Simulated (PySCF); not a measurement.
# Basis-set dependence of excited states

Species: C2H4O2.
Bonds: C1–C2, C2–O3 (double), C2–O4. Hydrogens: H5, H6, H7 on C1; H8 on O4.

TDDFT with PBE0 (PySCF), vertical singlets, core orbitals frozen in the response, spherical d and f functions. Geometry: PBE0-D3(BJ)/def2-SVP, one conformer, isolated molecule.

```
      basis  functions  diffuse  S1 (eV)  S2 (eV)  S3 (eV)  S4 (eV)  S5 (eV)  LUMO (eV)  α (au)
     6-31G*         64       no     5.96     8.54     9.28     9.51     9.66       0.63    26.2
   def2-SVP         76       no     5.97     8.26     8.93     9.27     9.45       0.49    26.5
    6-31+G*         80      yes     5.97     7.17     8.04     8.24     8.75       0.15    30.7
  def2-SVPD        118      yes     5.91     7.43     8.30     8.51     8.84       0.02    33.5
aug-cc-pVDZ        128      yes     5.89     6.87     7.59     7.99     8.15      -0.19    34.0
  def2-TZVP        148       no     5.95     7.80     8.56     8.84     9.09       0.25    31.1
 def2-TZVPD        190      yes     5.90     7.05     7.93     8.15     8.65       0.05    34.1
aug-cc-pVTZ        276      yes     5.90     6.89     7.58     8.01     8.07      -0.21    34.2
```

Task: How much do these states and the polarisability depend on the basis?

Result: States are compared by their number. Against the largest diffuse basis here (aug-cc-pVTZ, itself not a converged limit), sets without diffuse functions differ by up to 0.07 eV in S1 and 1.59 eV in S5; the smaller diffuse sets differ by up to 0.07 and 0.77 eV. State by state, the largest deviation of a set without diffuse functions is S1 0.07, S2 1.65, S3 1.69, S4 1.50, S5 1.59 eV. The same number needn't mean the same state in each row. Against aug-cc-pVTZ the polarisability deviates by -24% in 6-31G*, -23% in def2-SVP, -10% in 6-31+G*, -2% in def2-SVPD, -1% in aug-cc-pVDZ, -9% in def2-TZVP, 0% in def2-TZVPD. A single + in a Pople set puts diffuse functions on heavy atoms only.
